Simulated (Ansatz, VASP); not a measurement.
**GaN in two plane-wave programs**

Aim: how closely do two programs agree when they are given the same cell, functional and k mesh? The structure shown is the end of the Ansatz relaxation below.

Program: Ansatz 0.2.0. Level of theory: plane waves, with VASP 6.6.1 beside it; single point at LDA. Results are calculated unless marked as measured.

### Step 1. Starting point

The structure is tetragonal, space group I-4m2 (No. 119). The conventional cell has a = 3.197 Å, b = 3.197 Å, c = 4.277 Å, α = 90.00°, β = 90.00°, γ = 90.00°. N has 4 Ga at 1.92 Å nearest. Ga has 4 N at 1.92 Å nearest. Farther neighbours and most contacts between anions are not listed.

Structure file:

```
N Ga
1.0
     0.00000    2.26068    2.13850
     2.26068    0.00000    2.13850
     2.26068    2.26068    0.00000
N Ga
1 1
Direct
  0.25000 0.25000 0.25000
  0.00000 0.00000 0.00000
```

### Step 2. Ansatz: relaxation, LDA

Ansatz runs on its PAW soft_1 files.

This run makes the geometry at which the two programs are then compared.

Contents of input.yaml:

```yaml
crystal:
  lattice:
    - [0.0, 2.2521389539, 2.1384984124]
    - [2.2521389539, 0.0, 2.1384984124]
    - [2.2521389539, 2.2521389539, 0.0]
  atoms:
    - { symbol: "N", position: [0.25, 0.25, 0.25] }
    - { symbol: Ga, position: [0.0, 0.0, 0.0] }
  conventional_axes: [[-1, 1, 1], [1, -1, 1], [1, 1, -1]]
kpoints:
  mp_grid: { grid: [12, 12, 12] }
hamiltonian:
  xc: lda
  pseudopotentials: { kind: paw, azcp: { folder: soft_1 }, xc_functional: pbe }
scf:
  occupations: { method: fixed }
output:
  forces: true
  stress: true
  eigenvalues: true
relax:
  adjacent_minimum: "off"
  f_tol: 0.001
  max_steps: 60
  cell: { stress_tol: 0.01, fix: [c, angles] }
```

Run with:

```sh
$ ansatz run input.yaml --threads 4 --pin off --max-ram 10240MiB --backend cpu --events-out ev --progress --plain --runs-dir out
```

Numbers of over 12 decimals in the logs are rounded to 6 here.

The log of the run:

```text
Engine: ansatz 0.2.0, aarch64-unknown-linux-gnu
Pseudopotentials: kind: paw
Pseudopotential: N, paw, valence charge 5, recommended cutoff 420 eV (normal), soft_1/N.paw.azcp
Pseudopotential: Ga, paw, valence charge 13, recommended cutoff 420 eV (normal), soft_1/Ga.paw.azcp
Functional definition: SPW92
  exchange = slater_x
  correlation = pw_c
Crystal: 2 atoms, lattice volume = 21.693 Å³
Basis set: ecut = 420 eV, 427 PW (Γ)
Bands: 13, of which v1, the nominal top of the filled ones, is band 9 counted from 1 (8 counted from 0)
Symmetry: 8 space group operations
Space group: I-4m2 (ITA 119), of the structure as read, at distance tolerance 2.8e-5 Å
k-points: 163 of 1728 (time reversal used)
Non-local potential: N, projectors of the file, l = 0: 2, l = 1: 2, l = 2: 1
Non-local potential: Ga, projectors of the file, l = 0: 2, l = 1: 2, l = 2: 3, l = 3: 1
PAW form: soft (Blöchl's): semilocal exchange-correlation on the pseudo side does not see the compensation charge
PAW frozen core: N, regenerated for the run's functional, and the local potential with it (the file was generated under x = pbe(κ = 0.804, μ = 0.219515), c = pbe(β = 0.066725))
PAW frozen core: Ga, regenerated for the run's functional, and the local potential with it (the file was generated under x = pbe(κ = 0.804, μ = 0.219515), c = pbe(β = 0.066725))
PAW one-centre angular grid: N, 110 points (default); XC on 64 Gauss nodes
PAW one-centre angular grid: Ga, 590 points (default); XC on 64 Gauss nodes
Initial density: superposition of atomic densities (chi_scale 0.1, normalization cell, long waves kept (reshape's long-wave potential 0.00 eV rms))
Initial wavefunctions: pseudopotential atomic-orbital guess
Functional: x = slater, c = lda
SCF iter   1: F=—  HF=-4082.736503 eV  |F-HF|=—  |Δ(HF+E_count)|=         —  Δρ=1.09e-1  dr2=2.29e0  ethr=3.10e-3  ⟨swp⟩=4.0  Hψ=9418  notcnv=0  defer=216
preconditioner: auto → none  [insulator: Δε(μ)=2.838 eV  Ē_g=19.458 eV  n_scr=8 (ndim 8)  ℏωp=33.8 eV  f_vac=0.000  ε∞_Penn≈4.0]
SCF iter   2: F=—  HF=-4082.194801 eV  |F-HF|=—  |Δ(HF+E_count)|=   5.42e-1  Δρ=5.94e-2  dr2=4.67e-1  ethr=3.10e-3  ⟨swp⟩=2.1  Hψ=5213  notcnv=0  defer=45
SCF iter   3: F=—  HF=-4082.078746 eV  |F-HF|=—  |Δ(HF+E_count)|=   1.16e-1  Δρ=1.92e-2  dr2=3.90e-2  ethr=2.60e-3  ⟨swp⟩=2.0  Hψ=2968  notcnv=0  defer=324
SCF iter   4: F=—  HF=-4082.071283 eV  |F-HF|=—  |Δ(HF+E_count)|=   7.46e-3  Δρ=7.79e-3  dr2=5.67e-3  ethr=2.17e-4  ⟨swp⟩=2.0  Hψ=4151  notcnv=0  defer=326
SCF iter   5: F=—  HF=-4082.068443 eV  |F-HF|=—  |Δ(HF+E_count)|=   2.84e-3  Δρ=8.62e-4  dr2=4.43e-5  ethr=3.15e-5  ⟨swp⟩=2.0  Hψ=3859  notcnv=0  defer=326
SCF iter   6: F=—  HF=-4082.068430 eV  |F-HF|=—  |Δ(HF+E_count)|=   1.26e-5  Δρ=1.26e-4  dr2=1.56e-6  ethr=2.46e-7  ⟨swp⟩=2.0  Hψ=3108  notcnv=0  defer=12
SCF iter   7: F=-4082.068430 eV  HF=-4082.068430 eV  |F-HF|=5.94e-9  |Δ(HF+E_count)|=   2.13e-7  Δρ=1.26e-5  dr2=1.54e-8  ethr=5.56e-10  ⟨swp⟩=6.1  Hψ=10710  notcnv=0
SCF 1 converged in 7 iterations: F = -4082.068430 eV  dr2 = 1.54e-8
  greatest PAW one-centre occupation: 0.996 electrons in one spin orbital (limit 2), on the Ga atom at site 1 (counted from 0), in its partial waves of l = 2
relax step   1: F+E_penalty+E_count = -4082.06843000 eV  Δ(F+E_penalty+E_count) = +0.000e0 eV  max|allowed force component| = 2.082e-17 eV/Å  Δτ_max = 0.0000 Å  P = +3.761 GPa  Ω = 21.693 Å³  fix = [c, alpha, beta, gamma]  reactions: c +7.673 GPa  (7 SCF iters, dr2 threshold 1.00e-7 eV, accepted)
[...]
relax step   2: F+E_penalty+E_count = -4082.06894916 eV  Δ(F+E_penalty+E_count) = -5.192e-4 eV  max|allowed force component| = 6.939e-18 eV/Å  Δτ_max = 0.0000 Å  P = +2.800 GPa  Ω = 21.786 Å³  energy of the carried Pulay correction = -2.234e-4 eV  fix = [c, alpha, beta, gamma]  reactions: c +6.880 GPa  (4 SCF iters, dr2 threshold 2.00e-7 eV, accepted)
[...]
relax step   3: F+E_penalty+E_count = -4082.06894969 eV  Δ(F+E_penalty+E_count) = -5.262e-7 eV  max|allowed force component| = 1.388e-17 eV/Å  Δτ_max = 0.0000 Å  P = +2.111 GPa  Ω = 21.854 Å³  energy of the carried Pulay correction = -3.862e-4 eV  fix = [c, alpha, beta, gamma]  reactions: c +6.313 GPa  (4 SCF iters, dr2 threshold 2.00e-7 eV, accepted)
[...]
relax step   4: F+E_penalty+E_count = -4082.06934227 eV  Δ(F+E_penalty+E_count) = -3.926e-4 eV  max|allowed force component| = 6.939e-18 eV/Å  Δτ_max = 0.0000 Å  P = +2.139 GPa  Ω = 21.854 Å³  fix = [c, alpha, beta, gamma]  reactions: c +6.330 GPa  stress off target by 4.29e-2 GPa on what of the cell is left free  SCF on the basis re-selected at this cell (its energy is not comparable with the rows above)  (6 SCF iters)
[...]
relax step   5: F+E_penalty+E_count = -4082.06933347 eV  Δ(F+E_penalty+E_count) = +8.807e-6 eV  max|allowed force component| = 1.821e-17 eV/Å  Δτ_max = 0.0000 Å  P = +2.100 GPa  Ω = 21.858 Å³  energy of the carried Pulay correction = -9.335e-6 eV  fix = [c, alpha, beta, gamma]  reactions: c +6.299 GPa  (3 SCF iters, dr2 threshold 4.60e-9 eV, accepted)
[...]
relax step   6: F+E_penalty+E_count = -4082.06934443 eV  Δ(F+E_penalty+E_count) = -1.096e-5 eV  max|allowed force component| = 6.939e-18 eV/Å  Δτ_max = 0.0000 Å  P = +2.100 GPa  Ω = 21.858 Å³  fix = [c, alpha, beta, gamma]  reactions: c +6.299 GPa  stress off target by 1.05e-3 GPa on what of the cell is left free  SCF on the basis re-selected at this cell (its energy is not comparable with the rows above)  (5 SCF iters)
basis re-selected at this cell: Δ(F+E_penalty+E_count) = -1.096e-5 eV, ΔP = +0.000 GPa vs the last step (what re-selecting the basis moved, of the pressure what is left beyond the Pulay correction that the steps carried, after the strain that the cell walked since its last selection, with what the two solves' SCF thresholds leave and, on support functions, any second-order correction that the steps lacked; it is no m [...]
SCF converged after 5 iterations
Free energy (F): -4082.069344 eV
Harris-Foulkes:  -4082.069344 eV  (|F-HF|=0.00e0)
Internal energy: -4082.069344 eV  (E = F + TS)
E sigma→0 (E₀):  -4082.069344 eV
Fermi energy:    10.144993 eV
--- Per-component energies (eV) ---
  E_band       = -1.974227
  E_kinetic    = 242.225804
  E_local      = -1380.097709  (includes V_loc(G=0)·N_el)
  E_nonlocal   = -51.742918
  E_hartree    = 879.604187
  E_xc         = -122.004309
  E_vxc        = -131.641721  (∫ρ·V_xc dr)
  E_paw        = -2039.368216  (= ΣΔE_a)
  E_vpaw       = -439.926762  (= ΣTr[D̂ρ^β])
  E_aug_tail   = 0.000683  (compensation charges beyond the density's cutoff)
  E_ewald      = -1612.495393
  E_core_change = 1.808525  (= ΣΔE_core)
  E_smearing   = -0.000000  (= −TS)
  E_closure    = 0.000000  (closes the sum)
  Σ components = -4082.069344   (vs F -4082.069344, Δ=0.00e0)
--- Forces (eV/Å), atoms counted from 1 ---
  atom   1  N     -0.00000000     0.00000000     0.00000000
  atom   2  Ga    -0.00000000     0.00000000     0.00000000
  max |Σ_I F_I| component: 1.25e-16 eV/Å
--- Stress (GPa, compression-positive) ---
        0.001046      -0.000000       0.000000
       -0.000000       0.001046       0.000000
        0.000000       0.000000       6.298677
  P = ⅓ Tr σ = 2.1003 GPa (21.003 kbar)
--- Band table (eV; the first three rows and the last of 163) ---
  k-point 0: bands = [... 5 lower, -3.2934, 9.9033, 9.9033, 10.1450, 12.0147, 20.3202, 20.4721, 20.4721]
  k-point 1: bands = [... 5 lower, -3.2953, 9.1679, 9.8133, 10.0025, 12.6352, 19.9864, 20.5669, 20.5700]
  k-point 2: bands = [... 5 lower, -3.2976, 7.6851, 9.5784, 9.8086, 13.5633, 19.2718, 20.7104, 20.9172]
  k-point 162: bands = [... 5 lower, -1.2070, 4.0143, 6.8055, 6.8055, 13.0270, 16.0992, 22.3738, 24.0149]
--- Relaxed structure (4 steps of the walk, 4 accepted, 2 SCFs on fresh bases) ---
  F+E_penalty+E_count = -4082.06934443 eV   max|allowed force component| = 6.939e-18 eV/Å   (the final SCF, on the basis selected at the relaxed cell)
  cell:  # Å, volume = 21.8582 Å³
    - [0, 2.260675, 2.1384984124]
    - [2.260675, 0, 2.1384984124]
    - [2.260675, 2.260675, 0]
  atoms:
    - { symbol: N, position: [0.25, 0.25, 0.25] }
    - { symbol: Ga, position: [0, 0, 0] }
```

In the SCF lines HF is the Harris–Foulkes energy and dr2 the Hartree energy of the density residual, in eV; the loop may stop once dr2 is under the threshold and the program's other checks hold. Hψ counts applications of the Hamiltonian.

### Step 3. VASP: single point, LDA, pair 1

The same cell, functional (in two slightly different forms) and mesh now go to VASP, with its own data sets.

Lines of VASP's logs that name or quote its potential files are left out, and so is its time.

Contents of INCAR:

```
SYSTEM = GaN
PREC = Accurate
ENCUT = 600
EDIFF = 1E-06
NELM = 120
ISMEAR = 0
SIGMA = 0.01
LREAL = .FALSE.
ALGO = Normal
GGA = PW92
NBANDS = 15
LORBIT = 11
LWAVE = .FALSE.
LCHARG = .FALSE.
ISIF = 2
LASPH = .TRUE.
GGA_COMPAT = .FALSE.
EFERMI = MIDGAP
KPAR = 2
```

Contents of POSCAR:

```
GaN
1.0
    0.0000000000      2.2606752072      2.1384984124
    2.2606752072      0.0000000000      2.1384984124
    2.2606752072      2.2606752072      0.0000000000
N Ga
1 1
Direct
    0.2500000000      0.2500000000      0.2500000000
    0.0000000000      0.0000000000      0.0000000000
```

Contents of KPOINTS:

```
Automatic mesh
0
Gamma
12 12 12
0 0 0
```

The projector-augmented-wave data sets are N and Ga_d (LDA family, release 64).

Run with:

```sh
$ mpirun -np 2 vasp_std
```

The log of the run:

```text
[banner, memory and clock lines left out]
running    2 mpi-ranks, on    1 nodes
 distrk:  each k-point on    1 cores,    2 groups
 distr:  one band on    1 cores,    1 groups

 POSCAR found type information on POSCAR N Ga
 POSCAR found :  2 types and       2 ions
|                                                                             |
|               ----> ADVICE to this user running VASP <----                  |
|                                                                             |
|     You enforced a specific xc type in the INCAR file but a different       |
|     [... a line on the potential file left out ...]
|     I HOPE YOU KNOW WHAT YOU ARE DOING!                                     |
|                                                                             |

 LDA part: xc-table for (Slater(with rela. corr.)+PW92), standard interpolation
 POSCAR, INCAR and KPOINTS ok, starting setup
 FFT: planning ... GRIDC
 FFT: planning ... GRID_SOFT
 FFT: planning ... GRID
 WAVECAR not read
 entering main loop
       N       E                     dE             d eps       ncg     rms          rms(c)
DAV:   1     0.874619559682E+02    0.87462E+02   -0.10215E+04  5453   0.234E+03
DAV:   2    -0.975019579902E+01   -0.97212E+02   -0.90569E+02  5611   0.365E+02
DAV:   3    -0.159737439747E+02   -0.62235E+01   -0.61946E+01  5555   0.768E+01
DAV:   4    -0.160431521228E+02   -0.69408E-01   -0.69394E-01  6007   0.862E+00
DAV:   5    -0.160440717054E+02   -0.91958E-03   -0.91957E-03  5878   0.943E-01    0.768E+00
DAV:   6    -0.139870276620E+02    0.20570E+01   -0.52377E+00  7320   0.447E+01    0.265E+00
DAV:   7    -0.139606516731E+02    0.26376E-01   -0.27566E-01  5661   0.644E+00    0.169E+00
DAV:   8    -0.139357302459E+02    0.24921E-01   -0.68806E-02  5751   0.307E+00    0.687E-01
DAV:   9    -0.139324083158E+02    0.33219E-02   -0.13220E-02  6764   0.262E+00    0.190E-01
DAV:  10    -0.139324348310E+02   -0.26515E-04   -0.16272E-03  6005   0.598E-01    0.687E-02
DAV:  11    -0.139323778470E+02    0.56984E-04   -0.20109E-04  7426   0.260E-01    0.748E-03
DAV:  12    -0.139323796771E+02   -0.18302E-05   -0.16470E-05  5555   0.479E-02    0.245E-03
DAV:  13    -0.139323796662E+02    0.10957E-07   -0.41276E-07  3551   0.143E-02
   1 F= -.13932380E+02 E0= -.13932380E+02  d E =0.000000E+00
```

OUTCAR, selected parts (step 3):

```text
ion  position               nearest neighbor table
   1  0.250  0.250  0.250-   2 1.92   2 1.92   2 1.92   2 1.92
   2  0.000  0.000  0.000-   1 1.92   1 1.92   1 1.92   1 1.92

  LATTYP: Found a body centered tetragonal cell.
 ALAT       =     3.1970775381
 C/A-ratio  =     1.3377832642

 Subroutine GETGRP returns: Found  8 space group operations
 (whereof  8 operations were pure point group operations)

The static configuration has the point symmetry D_2d.

 Found    163 irreducible k-points:

   k-points           NKPTS =    163   k-points in BZ     NKDIM =    163   number of bands    NBANDS=     15

   dimension x,y,z NGX =    28 NGY =   28 NGZ =   28
   dimension x,y,z NGXF=    56 NGYF=   56 NGZF=   56

   ENCUT  =  600.0 eV  44.10 Ry    6.64 a.u.   6.22  6.22  6.39*2*pi/ulx,y,z

   NELECT =      18.0000    total number of electrons

 k-points in reciprocal lattice and weights: Automatic mesh
   0.00000000  0.00000000  0.00000000       0.001
   0.08333333 -0.00000000  0.00000000       0.005
   0.16666667  0.00000000  0.00000000       0.005
   0.25000000  0.00000000  0.00000000       0.005
   0.33333333  0.00000000  0.00000000       0.005
   0.41666667  0.00000000  0.00000000       0.005
   0.50000000  0.00000000  0.00000000       0.002
   0.08333333  0.08333333  0.00000000       0.001
   0.16666667  0.08333333  0.00000000       0.005
[...]
-0.33333333  0.16666667  0.50000000       0.002
  -0.25000000  0.25000000  0.50000000       0.001

 average (electrostatic) potential at core
       1 -61.5106       2 -64.2563

 E-fermi :   6.6520

 k-point     1 :       0.0000    0.0000    0.0000
  band No.  band energies     occupation
    ...
      5      -7.7041      2.00000
      6      -7.6945      2.00000
      7       5.4686      2.00000
      8       5.4686      2.00000
      9       5.7103      2.00000
     10       7.5936      0.00000
     11      15.8721      0.00000
     12      16.0261      0.00000
     13      16.0261      0.00000
     14      23.4972      0.00000
    ...

 k-point     2 :       0.0833   -0.0000    0.0000
  band No.  band energies     occupation
    ...
      5      -7.7042      2.00000
      6      -7.6964      2.00000
      7       4.7353      2.00000
      8       5.3785      2.00000
      9       5.5676      2.00000
     10       8.2118      0.00000
     11      15.5430      0.00000
     12      16.1213      0.00000
     13      16.1236      0.00000
     14      22.9180      0.00000
    ...

 k-point     3 :       0.1667    0.0000    0.0000
  band No.  band energies     occupation
    ...
      5      -7.7013      2.00000
      6      -7.6989      2.00000
      7       3.2537      2.00000
      8       5.1437      2.00000
      9       5.3739      2.00000
     10       9.1387      0.00000
     11      14.8344      0.00000
     12      16.2669      0.00000
     13      16.4720      0.00000
     14      22.0548      0.00000
    ...

  Total        0.1215539      0.1215539      0.9679819      0.0000000      0.0000000     -0.0000000
  in kB        8.9097219      8.9097219     70.9516594      0.0000000      0.0000000     -0.0000000
  external PRESSURE =      29.5903678 kB  Pullay stress =       0.0000000 kB

  energy-cutoff  :      600.00
  volume of cell :       21.86
      direct lattice vectors                 reciprocal lattice vectors
     0.000000000  2.260675207  2.138498412    -0.221172860  0.221172860  0.233808918
     2.260675207  0.000000000  2.138498412     0.221172860 -0.221172860  0.233808918
     2.260675207  2.260675207  0.000000000     0.221172860  0.221172860 -0.233808918

 POSITION                                       TOTAL-FORCE (eV/Angst)
 -----------------------------------------------------------------------------------
      1.13034      1.13034      1.06925        -0.000000     -0.000000      0.000000
      0.00000      0.00000      0.00000         0.000000      0.000000     -0.000000
 -----------------------------------------------------------------------------------
    total drift:                                0.000000      0.000000     -0.000000

  FREE ENERGIE OF THE ION-ELECTRON SYSTEM (eV)
  ---------------------------------------------------
  free  energy   TOTEN  =       -13.9323796662 eV

  energy  without entropy=      -13.9323796662  energy(sigma->0) =      -13.93237967

 total charge
# of ion       s       p       d       tot
------------------------------------------
    1        1.207   2.519   0.000   3.726
    2        0.807   0.963  10.204  11.975
--------------------------------------------------
tot          2.014   3.483  10.204  15.701

[... 3 further parts left out ...]
```

The run ends at a pressure of 2.96 GPa.

### Step 4. Comparison

Known differences besides the potentials themselves: fixed occupations in Ansatz, narrow Gaussian smearing in VASP; the cutoff is 420 eV in Ansatz and 600 eV in VASP; VASP's log shows a relativistic correction to its local exchange, Ansatz's none; Ansatz's pressure holds a Pulay correction, VASP's none. Total energies have different zeros and are not compared.

The two programs side by side:

```csv
quantity,Ansatz,VASP,difference
pressure (GPa),2.10,2.96,-0.86
gap on the k mesh (eV),1.870,1.883,-0.014
```

A gap on the mesh is an upper bound, since the band edges may lie between its points.

### Step 5. Ansatz: relaxation, LDA

This run makes the geometry at which the two programs are then compared. The cell compared in this pair holds 22.04 Å³, against 21.86 Å³ for the pair before.

The structure compared here is the end of the Ansatz relaxation.

input.yaml, as its differences from that of step 2:

```diff
@@ -2,5 +2,5 @@
   lattice:
-    - [0.0, 2.2521389539, 2.1384984124]
-    - [2.2521389539, 0.0, 2.1384984124]
-    - [2.2521389539, 2.2521389539, 0.0]
+    - [0.0, 2.2276025128, 2.2053264877]
+    - [2.2276025128, 0.0, 2.2053264877]
+    - [2.2276025128, 2.2276025128, 0.0]
   atoms:
```

Run with:

```sh
$ ansatz run input.yaml --threads 4 --pin off --max-ram 10240MiB --backend cpu --events-out ev --progress --plain --runs-dir out
```

The log of the run:

```text
[...]
Crystal: 2 atoms, lattice volume = 21.887 Å³
Basis set: ecut = 420 eV, 411 PW (Γ)
Bands: 13, of which v1, the nominal top of the filled ones, is band 9 counted from 1 (8 counted from 0)
Symmetry: 8 space group operations
[...]
k-points: 163 of 1728 (time reversal used)
[...]
k-point 162: bands = [... 5 lower, -1.5011, 3.5893, 6.9137, 6.9137, 13.0586, 16.3961, 21.7558, 23.9523]
--- Relaxed structure (4 steps of the walk, 4 accepted, 2 SCFs on fresh bases) ---
[...]
cell:  # Å, volume = 22.0437 Å³
    - [0, 2.235585, 2.2053264877]
    - [2.235585, 0, 2.2053264877]
    - [2.235585, 2.235585, 0]
  atoms:
    - { symbol: N, position: [0.25, 0.25, 0.25] }
    - { symbol: Ga, position: [0, 0, 0] }
[key lines of the parts left out:]
SCF converged after 5 iterations
Free energy (F): -4082.086617 eV
Fermi energy:    9.893552 eV
P = ⅓ Tr σ = 0.5748 GPa (5.748 kbar)
```

(Part 1 of 2 ends here.)

[Lines on the potential files, build, host, timing and source positions are cut from VASP's logs without a mark.]

[Logs are printed without paths, hosts, clocks, repeated set-up lines and the standing remarks that a program may print on its own settings, such as how far it seeks lower states.]

[Hosts, paths, dates, database ids (printed as entryN), source tags and the programs' standing remarks are cut or masked in the printed files.]
